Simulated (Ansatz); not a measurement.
`COB(Cl)OC` + `N=C(N)O` → `CNC(=N)O` + `COB(O)Cl`  (substitution at a C–O bond)

Isolated molecules relaxed with PBE0-D4/def2-TZVP in Ansatz; ΔE leaves out vibrations. CCSD(T)/CBS is the MP2 limit (def2-TZVPP, def2-QZVPP) plus CCSD(T) − MP2 in def2-TZVPP, frozen cores. This one scheme is used for every species. DFT in def2-TZVPP. Each species was taken in one conformer, which may not be the lowest.

`COB(Cl)OC`:

Cartesian coordinates in Å:
```
C 2.053 0.056 0.214
O 0.641 0.123 0.214
B -0.136 -0.498 -0.699
Cl 0.559 -1.475 -2.005
O -1.477 -0.399 -0.651
C -2.097 0.367 0.367
H 2.396 -0.976 0.317
H 2.405 0.640 1.064
H 2.465 0.472 -0.707
H -3.173 0.296 0.215
H -1.844 -0.019 1.358
H -1.791 1.414 0.311
```

`N=C(N)O`:

Cartesian coordinates in Å:
```
N -0.060 0.831 1.091
C 0.058 0.078 0.078
N -0.787 0.153 -0.988
O 1.005 -0.868 -0.157
H 0.686 0.704 1.765
H -1.630 0.673 -0.822
H -0.863 -0.662 -1.570
H 1.592 -0.908 0.603
```

`CNC(=N)O`:

Z-matrix (Å, degrees):
```
C
N 1 1.439
H 1 1.090 2 109.4
H 1 1.090 2 108.9 3 119.0
H 1 1.096 2 112.6 3 -119.7
C 2 1.355 1 120.5 3 52.4
H 2 1.004 1 118.9 3 -153.3
O 6 1.362 2 109.6 1 172.1
N 6 1.271 2 122.5 1 -8.8
H 8 0.961 6 108.3 2 -178.9
H 9 1.014 6 112.6 2 -176.0
```

`COB(O)Cl`:

Cartesian coordinates in Å:
```
C 0.648 -0.775 0.920
O -0.129 0.318 0.470
B -0.464 0.513 -0.824
O -1.211 1.581 -1.186
Cl 0.047 -0.600 -2.101
H 0.754 -0.672 2.000
H 1.637 -0.768 0.457
H 0.158 -1.724 0.693
H -1.440 2.126 -0.428
```

(1) Is it downhill or uphill in electronic energy at CCSD(T)/CBS, and by how much? (An estimate is asked.)

(2) What do these levels give: PBE-D4, r2SCAN-D4, ωB97M-V, SCS-MP2/def2-TZVPP, HF/def2-QZVPP, SCS-MP2/def2-QZVPP? (Best estimate.)

Largest T1 diagnostic among the species: 0.013.

Answers

(1) Ansatz gave: Downhill: ΔE = -28.2 kJ/mol.

(2) Computed: PBE-D4 -27.5, r2SCAN-D4 -26.1, ωB97M-V -26.6, SCS-MP2/def2-TZVPP -27.1, HF/def2-QZVPP -20.4, SCS-MP2/def2-QZVPP -27.9 kJ/mol.

In def2-TZVPP, CCSD(T) changes the Hartree–Fock value by −6.6 kJ/mol (the triples alone add −0.5 kJ/mol) and MP2 by −10.4 kJ/mol.
